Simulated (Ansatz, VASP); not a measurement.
## O2CH2 in VASP and in Ansatz

File INCAR:

```
PREC = Accurate ; ENCUT = 520
EDIFF = 1E-7 ; ISMEAR = 0
SIGMA = 0.1 ; LREAL = False
LASPH = True ; NELM = 60
ALGO = Normal ; ISIF = 2
LWAVE = False ; LCHARG = True
LDIPOL = True ; IDIPOL = 3
DIPOL = 0.5 0.5 0.632 ; GGA = PE
IVDW = 12 ; LELF = True
LVHAR = True ; LVACPOTAV = True
NBANDS = 17
```

The input KPOINTS:

```
regular mesh
0
Gamma
  3 3 1
```

Contents of POSCAR:

```
H2CO2
1.0
    6.0686302234      0.0000000000      0.0000000000
    0.0000000000      6.0686302234      0.0000000000
    0.0000000000      0.0000000000     27.3318543752
O C H
2 1 2
Direct
   -0.2363003899      0.2389217855      0.6324751220
    0.0172908676     -0.0179381738      0.6113061736
   -0.0877965122      0.0884051999      0.6418534405
   -0.2499421643      0.2521759904      0.5940771456
   -0.0620106254      0.0617623322      0.6813948706
```

Input for Ansatz:

```yaml
crystal:
  lattice:
    - [6.0686302234, 0.0, 0.0]
    - [0.0, 6.0686302234, 0.0]
    - [0.0, 0.0, 27.3318543752]
  atoms:
    - { symbol: O, position: [-0.2363003899, 0.2389217855, 0.632475122] }
    - { symbol: C, position: [-0.0877965122, 0.0884051999, 0.6418534405] }
    - { symbol: O, position: [0.0172908676, -0.0179381738, 0.6113061736] }
    - { symbol: H, position: [-0.2499421643, 0.2521759904, 0.5940771456] }
    - { symbol: H, position: [-0.0620106254, 0.0617623322, 0.6813948706] }
basis:
  ecutwfc: 420
kpoints:
  mp_grid: { grid: [3, 3, 1] }
hamiltonian:
  xc: pbe
  dispersion: d3bj
scf:
  occupations: { method: gaussian, width: 0.1 }
output:
  forces: true
  eigenvalues: true
  write_density: true
  volumetric_format: npy
efield:
  axis: 3
  dipole_correction: true
  ramp_width: 0.04
```

Alike in both runs: task single point; functional PBE; dispersion D3(BJ); k mesh 3 × 3 × 1; occupations gaussian, width 0.1 eV; no spin polarisation.

|  | VASP | Ansatz |
| --- | --- | --- |
| version | VASP 6.6.1 | Ansatz 0.2.0 |
| potentials or method | VASP PAW PBE potentials, release 64 (O, C, H) | scalar-relativistic, plane waves, PAW |
| plane-wave cutoff (eV) | 520 | 420 |
| valence electrons in the cell | 18 | 18 |

|  | VASP | Ansatz | Ansatz less VASP |
| --- | --- | --- | --- |
| gap on the k mesh at the Fermi level (eV) | 5.17 | 5.17 | +0.001 |
| least direct gap on the mesh (eV) | 5.18 | 5.18 | +0.001 |
| rms of the force components (eV/Å) | 1.257 | 1.296 | +0.0396 |

Caveats: the standard files for N, O and F lose accuracy on very short bonds. As with any semilocal functional, this PBE gap is likely too small.
